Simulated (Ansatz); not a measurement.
# Al2As2H: the cost of one run

Program: Ansatz 0.2.0. Level of theory: DFT PBE+D3(BJ), scalar-relativistic, plane waves, PAW. These are calculated values, not measurements.

6 further runs of the same task are left out: 6 set aside as unsound or not needed.

## (1) The starting structure

It takes space group F-43m (No. 216, cubic). Conventional cell: a = 5.661 Å, b = 5.661 Å, c = 5.661 Å, α = 90.00°, β = 90.00°, γ = 90.00°. Al (site symmetry -43m) has 4 As at 2.45 Å as nearest neighbours. Around As (site symmetry -43m) lie 4 Al at 2.45 Å.

As a file:

```
CELL_PARAMETERS angstrom
0.00000 2.83040 2.83040
2.83040 0.00000 2.83040
2.83040 2.83040 0.00000
ATOMIC_POSITIONS crystal
Al 0.00000 0.00000 0.00000
As 0.75000 0.75000 0.75000
```

The structure comes from the Crystallography Open Database.

## (7) The grid

Atoms count from 1 in the order of the input.

H is moved over the surface cell at a fixed height above a rigid substrate; the origin of the map has the adsorbate above Al4; the height is held at 2.50 Å.

First coordinate, position of H5 along the first surface vector, from above Al4: 9 values from 0.000 to 0.889, periodic. Second coordinate, position of H5 along the second surface vector, from above Al4: 9 values from 0.000 to 0.889, periodic.

Nothing else is relaxed. Points are written as (first, second).

The two vectors of the plane (Å): (4.005, 0.000, 0.000); (-2.002, 3.468, 0.000).

(The set-up runs are not shown.)

## (8) The run at (6/9, 2/9) of the map's two axes

File input.yaml:

```yaml
crystal:
  lattice:
    - [4.0049767175, 0.0, 0.0]
    - [-2.0024883587, 3.4684115789, 0.0]
    - [0.0, 0.0, 21.34657271]
  atoms:
    - { symbol: As, position: [0.0, 0.0, 0.1873837105] }
    - { symbol: Al, position: [0.3333333333, 0.6666666667, 0.2256808395] }
    - { symbol: As, position: [0.3333333333, 0.6666666667, 0.3496634936] }
    - { symbol: Al, position: [0.6666666667, 0.3333333333, 0.3769491627] }
    - { symbol: H, position: [1.3333333333, 0.5555555556, 0.4940639818], spin: 1.0 }
basis:
  ecutwfc: 420
kpoints:
  mp_grid: { grid: [9, 9, 1] }
hamiltonian:
  xc: pbe
  pseudopotentials: { kind: paw, azcp: { folder: soft_1 } }
  dispersion: d3bj
scf:
  occupations: { method: gaussian, width: 0.05 }
output:
  forces: true
  eigenvalues: true
  populations: true
magnetization:
  spin_polarized: true
efield:
  axis: 3
  dipole_correction: true
  ramp_width: 0.04
```

Launch:

```
ansatz run input.yaml --threads 1 --pin off --max-ram 3072MiB --backend cpu --events-out ev --progress --plain --runs-dir out
```

Q: Estimate wall time and peak memory on 1 thread of Arm Neoverse N1, shared host.

About 3.9 min, with a peak of 0.72 GiB.
